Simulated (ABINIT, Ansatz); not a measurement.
# AgCl (Fm-3m): zone-centre phonons, part 3 of 3

Which modes does AgCl (Fm-3m) have at the zone centre?

ABINIT 10.8.3; DFT LDA, scalar-relativistic, plane waves, PseudoDojo norm-conserving pseudopotentials.

So far. Step 5 (Linear response at Γ): The acoustic modes at Γ come out as far as 2.0 cm⁻¹ from zero, where they should vanish, a small numerical error; the Born charges miss their sum rule by 4.2e-4 e, which is good. Step 6 (Zone-centre analysis): The rule moves no optical mode by more than 0.1 cm⁻¹.

### Step 8. A second program

The same cell, potentials and cutoff go through another code, on another k mesh. Its k mesh is centred on Γ.

This step: DFT LDA, scalar-relativistic, plane waves, PseudoDojo norm-conserving pseudopotentials (Ansatz 0.2.0).

input.yaml

```yaml
crystal:
  lattice:
    - [0.0, 2.6773216338, 2.6773216338]
    - [2.6773216338, 0.0, 2.6773216338]
    - [2.6773216338, 2.6773216338, 0.0]
  atoms:
    - { symbol: Ag, position: [0.0, 0.0, 0.0] }
    - { symbol: Cl, position: [0.5, 0.5, 0.5] }
kpoints:
  mp_grid: { grid: [8, 8, 8] }
hamiltonian:
  xc: lda
  pseudopotentials: { kind: nc, accuracy: standard }
scf:
  occupations: { method: fixed }
output:
  eigenvalues: true
basis:
  ecutwfc: 1061.244
phonons:
  method: dfpt
  dielectric: true
  rigid_motions: translations
```

The run is started by

```console
$ ansatz run input.yaml --threads 4 --pin off --max-ram 8192MiB --backend cpu --events-out ev --progress --plain --runs-dir out
```

What it wrote:

```text
Warning: basis.ecutwfc = 1061.244 eV is below the records' recommended 1170.089609 eV, and the density's cutoff is lower with it unless basis.ecutrho_ratio is high enough to keep the records' density cutoff: compare with a run at a higher cutoff
Engine: ansatz 0.2.0, x86_64-unknown-linux-gnu
Pseudopotentials: kind: nc
Pseudopotential: Ag, nc, valence charge 19, recommended cutoff 1170.089609 eV (normal), Ag.nc.azcp (PseudoDojo's, or run here from an input of PseudoDojo's; its table is named by hamiltonian.pseudopotentials.accuracy)
Pseudopotential: Cl, nc, valence charge 7, recommended cutoff 761.918815 eV (normal), Cl.nc.azcp (PseudoDojo's, or run here from an input of PseudoDojo's; its table is named by hamiltonian.pseudopotentials.accuracy)
Functional definition: SPW92
  exchange = slater_x
  correlation = pw_c
Crystal: 2 atoms, lattice volume = 38.382 Å³
Basis set: ecut = 1061.244 eV, 2975 PW (Γ), exchange–correlation on 90×90×90 points (8 copies of the dense FFT grid, shifted against one another)
Bands: 17, of which v1, the nominal top of the filled ones, is band 13 counted from 1 (12 counted from 0)
Symmetry: 48 space group operations
k-points: 59 of 512 (irreducible under 8 space group operations, time reversal used)
Non-local potential: Ag, projectors of the file, l = 0: 2, l = 1: 2, l = 2: 2
Non-local potential: Cl, projectors of the file, l = 0: 2, l = 1: 2, l = 2: 2
Initial density: superposition of atomic densities (chi_scale 0.1, normalization cell, long waves kept (reshape's long-wave potential 0.00 eV rms))
Initial wavefunctions: pseudopotential atomic-orbital guess
Functional: x = slater, c = lda
SCF iter   1: F=—  HF=-4665.053086 eV  |F-HF|=—  |Δ(HF+E_count)|=         —  Δρ=6.91e-2  dr2=2.09e0  ethr=3.10e-3  ⟨swp⟩=5.4  Hψ=4651  notcnv=0  defer=89
preconditioner: auto → none  [insulator: Δε(μ)=0.873 eV  Ē_g=11.853 eV  n_scr=14 (ndim 8)  ℏωp=25.4 eV  f_vac=0.001  ε∞_Penn≈5.6]
SCF iter   2: F=—  HF=-4664.534760 eV  |F-HF|=—  |Δ(HF+E_count)|=   5.18e-1  Δρ=3.88e-2  dr2=5.24e-1  ethr=3.10e-3  ⟨swp⟩=3.7  Hψ=2626  notcnv=0  defer=64
SCF iter   3: F=—  HF=-4664.381342 eV  |F-HF|=—  |Δ(HF+E_count)|=   1.53e-1  Δρ=4.88e-3  dr2=4.40e-3  ethr=2.01e-3  ⟨swp⟩=3.3  Hψ=2143  notcnv=0  defer=110
SCF iter   4: F=—  HF=-4664.379874 eV  |F-HF|=—  |Δ(HF+E_count)|=   1.47e-3  Δρ=1.69e-3  dr2=3.58e-4  ethr=1.69e-5  ⟨swp⟩=2.1  Hψ=1900  notcnv=0  defer=114
SCF iter   5: F=—  HF=-4664.379785 eV  |F-HF|=—  |Δ(HF+E_count)|=   8.94e-5  Δρ=2.81e-4  dr2=2.95e-5  ethr=1.38e-6  ⟨swp⟩=2.8  Hψ=1647  notcnv=0  defer=114
SCF iter   6: F=—  HF=-4664.379787 eV  |F-HF|=—  |Δ(HF+E_count)|=   2.56e-6  Δρ=1.91e-4  dr2=1.34e-5  ethr=1.13e-7  ⟨swp⟩=2.2  Hψ=1578  notcnv=0  defer=104
SCF iter   7: F=—  HF=-4664.379782 eV  |F-HF|=—  |Δ(HF+E_count)|=   5.83e-6  Δρ=6.41e-5  dr2=1.64e-6  ethr=5.14e-8  ⟨swp⟩=2.1  Hψ=1268  notcnv=0  defer=23
SCF iter   8: F=—  HF=-4664.379900 eV  |F-HF|=—  |Δ(HF+E_count)|=   1.18e-4  Δρ=9.39e-6  dr2=3.84e-8  ethr=6.29e-9  ⟨swp⟩=2.2  Hψ=1422  notcnv=0  defer=9
SCF iter   9: F=—  HF=-4664.379900 eV  |F-HF|=—  |Δ(HF+E_count)|=   1.04e-8  Δρ=7.80e-7  dr2=2.36e-10  ethr=1.48e-10  ⟨swp⟩=2.1  Hψ=1641  notcnv=0  defer=9
SCF iter  10: F=-4664.379900 eV  HF=-4664.379900 eV  |F-HF|=7.28e-12  |Δ(HF+E_count)|=  5.28e-11  Δρ=1.64e-7  dr2=7.55e-12  ethr=1.00e-12  ⟨swp⟩=9.4  Hψ=7255  notcnv=0
SCF 1 converged in 10 iterations: F = -4664.379900 eV  dr2 = 7.55e-12
NSCF: frozen V_eff on 8 k-points
DFPT response loops at Γ: preconditioner auto → none (the input reference at scf.mixing.eps_inf says where Resta's filter doesn't serve); β = 0.50; Broyden in place of MSR1
── the response to a field inside a basis, on 8×8×8 k-points: an SCF that follows is theirs, and a resumed run solves both again ──
Bands: 14, of which v1, the nominal top of the filled ones, is band 13 counted from 1 (12 counted from 0)
k-points: 60 of 512 (irreducible under 12 space group operations)
Initial density: handed on by an earlier stage of this run
Initial wavefunctions: pseudopotential atomic-orbital guess (no wavefunctions were taken with the density)
Eigensolver: Dense (60 Hₖ)
SCF iter   1: F=—  HF=-4664.377515 eV  |F-HF|=—  |Δ(HF+E_count)|=         —  Δρ=3.38e-4  dr2=3.04e-6  ethr=1.00e-1
preconditioner: auto → none  [insulator: Δε(μ)=0.934 eV  Ē_g=8.172 eV  n_scr=14 (ndim 8)  ℏωp=25.4 eV  f_vac=0.013  ε∞_Penn≈10.7]
SCF iter   2: F=—  HF=-4664.377515 eV  |F-HF|=—  |Δ(HF+E_count)|=   7.36e-7  Δρ=1.65e-4  dr2=6.96e-7  ethr=1.17e-8
SCF iter   3: F=—  HF=-4664.377516 eV  |F-HF|=—  |Δ(HF+E_count)|=   3.72e-7  Δρ=5.42e-5  dr2=3.01e-7  ethr=2.68e-9
SCF iter   4: F=-4664.377516 eV  HF=-4664.377516 eV  |F-HF|=4.95e-10  |Δ(HF+E_count)|=   4.18e-8  Δρ=6.83e-6  dr2=2.52e-9  ethr=1.16e-9
SCF 1 converged in 4 iterations: F = -4664.377516 eV  dr2 = 2.52e-9
DFPT response loops at Γ: mixed as the last ones told, above
SCF converged after 10 iterations
Free energy (F): -4664.379900 eV
Harris-Foulkes:  -4664.379900 eV  (|F-HF|=7.28e-12)
Internal energy: -4664.379900 eV  (E = F + TS)
E sigma→0 (E₀):  -4664.379900 eV
Fermi energy:    9.734422 eV
--- Per-component energies (eV) ---
  E_band       = -328.303990
  E_kinetic    = 1600.319799
  E_local      = -3899.428767  (includes V_loc(G=0)·N_el)
  E_nonlocal   = -4.275511
  E_hartree    = 1305.224819
  E_xc         = -748.904578
  E_vxc        = -635.368994  (∫ρ·V_xc dr)
  E_ewald      = -2917.315662
  E_smearing   = -0.000000  (= −TS)
  E_closure    = 0.000000  (closes the sum)
  Σ components = -4664.379900   (vs F -4664.379900, Δ=0.00e0)
--- Band table (eV; the first three rows and the last of 59) ---
  k-point 0: bands = [... 9 lower, 6.7775, 6.9838, 6.9838, 6.9838, 10.3613, 20.2438, 20.2438, 20.2438]
  k-point 1: bands = [... 9 lower, 6.8024, 7.1134, 7.8313, 7.8313, 11.1693, 18.8615, 19.9513, 19.9513]
  k-point 2: bands = [... 9 lower, 6.9700, 7.2885, 8.7437, 8.7437, 12.5609, 17.2645, 18.5998, 18.5998]
  k-point 58: bands = [... 9 lower, 7.3205, 7.3786, 7.4147, 8.2039, 13.8532, 17.3964, 17.3964, 17.5062]
--- Phonons (Γ-DFPT): 2 representative perturbations + reference, on 59 of 512 k-points (Σ response iterations 6) ---
  k mesh reduced under 8 symmetry operations, with k and −k counted as one. Each operation leaves every solved perturbation unchanged. A smaller set is not considered because the run solves the response to a homogeneous field
  ASR residual: 5.656e-4 → 0.000e0 eV/Å²; symmetrization residual: 6.757e-6 eV/Å²
  ASR residual per site (eV/Å²): 5.66e-4 1.70e-4
  Γ frequencies (cm⁻¹): 0.00 0.00 0.00 130.31 130.31 130.31
  ε∞ (high-frequency dielectric tensor):
        5.854023    -0.000000     0.000000
       -0.000000     5.854023     0.000000
        0.000000     0.000000     5.854023
  ε⁰ (static dielectric tensor: ions relaxed, cell fixed):
       11.520117    -0.000000    -0.000000
       -0.000000    11.520117    -0.000000
       -0.000000    -0.000000    11.520117
  ε⁰ − ε∞ (ionic part):
        5.666094    -0.000000    -0.000000
       -0.000000     5.666094    -0.000000
       -0.000000    -0.000000     5.666094
  softest optical mode at Γ: 130.31 cm⁻¹; the repairs (sum rule, projections) moved no ω² at Γ by more than (1.32 cm⁻¹)²
  Born effective charges Z* (e; rows j = field, columns β = displacement):
    site 0:
         1.41507   -0.00000   -0.00000
         0.00000    1.41507   -0.00000
        -0.00000    0.00000    1.41507
    site 1:
        -1.41507    0.00000    0.00000
        -0.00000   -1.41507    0.00000
         0.00000   -0.00000   -1.41507
  Z* charge neutrality: 6.970e-4 e pre-enforcement
  solved inside a basis spanned on kpoints, on 8×8×8 k-points, its susceptibility summed on 12×12×12: ε∞ is read to err by 1.5e-2, Z* by 2.0e-2 e (field_mesh: kpoints solves on kpoints); Z* is corrected for what the basis lacks
  optical modes at Γ without the LO–TO term, one row a degenerate level:
      ω (cm⁻¹)  modes    IR ((D/Å)²/amu)
        130.31      3             5.1944
  optical modes at Γ + LO–TO along q̂ = [1.0000, 0.0000, 0.0000]:
      ω (cm⁻¹)  modes    IR ((D/Å)²/amu)
        130.31      2             3.4629
        182.80      1             1.7315
  optical modes at Γ + LO–TO along q̂ = [0.0000, 1.0000, 0.0000]:
      ω (cm⁻¹)  modes    IR ((D/Å)²/amu)
        130.31      2             3.4629
        182.80      1             1.7315
  optical modes at Γ + LO–TO along q̂ = [0.0000, 0.0000, 1.0000]:
      ω (cm⁻¹)  modes    IR ((D/Å)²/amu)
        130.31      2             3.4629
        182.80      1             1.7315
```

Wall time 33 s (4 threads of Intel Xeon at 2.70GHz, shared host); peak memory 0.82 GiB; 1.8 min of CPU time.

Numbers from this step:

```
gap on the k-mesh                        : 0.6269 eV
sum-rule residual before enforcement     : 5.66e-4 eV/Å²
miss of the charge sum rule              : 6.97e-4 e
estimated error of the dielectric tensor : 0.01541
estimated error of the Born charges      : 0.02046 e
```

Transverse modes. Infrared lines, with heights relative to the strongest:

| position (cm⁻¹) | label | IR intensity ((D/Å)²/amu), degenerate modes summed, relative |
| --- | --- | --- |
| 130 | T1u | 100 |

### Step 9. Side by side: ABINIT PseudoDojo and Ansatz, PseudoDojo

Numbers from this step:

```yaml
root_mean_square_difference: 0.01 cm⁻¹
largest_difference: 0.01 cm⁻¹
```

Frequencies side by side, by row:

| q (reciprocal lattice) | mode | ABINIT PseudoDojo (cm⁻¹) | Ansatz, PseudoDojo (cm⁻¹) |
| --- | --- | --- | --- |
| 0 0 0 | 1 | 0 | 0 |
| 0 0 0 | 2 | 0 | 0 |
| 0 0 0 | 3 | 0 | 0 |
| 0 0 0 | 4 | 130.3 | 130.3 |
| 0 0 0 | 5 | 130.3 | 130.3 |
| 0 0 0 | 6 | 130.3 | 130.3 |

The two runs side by side. Further quantities:

```csv
quantity,ABINIT PseudoDojo,"Ansatz, PseudoDojo"
mean ε∞,5.854,5.854
"largest Born charge in size (e; the first before, the second after the charge sum rule)",1.415,1.415
summed IR intensity ((D/Å)²/amu),5.196,5.194
```

At the zone centre the largest difference (acoustic modes at Γ apart) is 0.008 % of the highest mode.

### Step 10. Results

```yaml
space_group_after_relaxation: Fm-3m
volume_per_atom: 19.2 Å³
highest_optical_zone_centre_mode_no_lo_to_term: 130.3 cm⁻¹
highest_mode_moved_by_the_lo_to_term: 182.8 cm⁻¹
mean_high_frequency_dielectric_constant: 5.85
largest_born_charge_in_size_third_of_the_trace: 1.42 e
mean_static_dielectric_constant: 11.5
imaginary_optical_modes_at_the_zone_centre_no_q_mesh_in_this_session: none
largest_difference_from_ansatz_pseudodojo: 0.01 cm⁻¹
```

At the LDA level the optical modes of AgCl (Fm-3m) at the zone centre (no LO-TO term) lie at 130 cm⁻¹. The base run prints -0.31 GPa, mostly the error of a finite basis; the relaxation, with a smoothed and higher cutoff, had brought the cell to rest. Along the directions run, the highest mode that the macroscopic field moves lies at 183 cm⁻¹. Lattice motion raises the mean dielectric constant from 5.854 to 11.52. The Born charge of Ag is 1.415 e against a formal charge of +1: displacements drive charge along the bonds, a mark of mixed ionic and covalent bonding and of large LO-TO splittings. The Lyddane-Sachs-Teller relation holds: (ωLO/ωTO)² is 1.97 and ε₀/ε∞ is 1.97. ABINIT PseudoDojo and Ansatz, PseudoDojo agree to 0.01 cm⁻¹ (0.008 % of the highest mode compared) on all solved modes but the acoustic ones at Γ, without the LO-TO term. These are harmonic frequencies at zero temperature: anharmonic shifts and linewidths and thermal expansion are left out. Ansatz warns that the cutoff lies 9 % under the one recommended for these files; agreement at one cutoff is not convergence. The structure comes from a database by way of an earlier relaxation and need not be the phase that is stable at ambient conditions.

[Host names and launcher messages were left out of these logs when they were recorded.]

[Logs are printed without paths, hosts, clocks, repeated set-up lines and the standing remarks that a program may print on its own settings, such as how far it seeks lower states.]

[Hosts, paths, dates, database ids (printed as entryN), source tags and the programs' standing remarks are cut or masked in the printed files.]
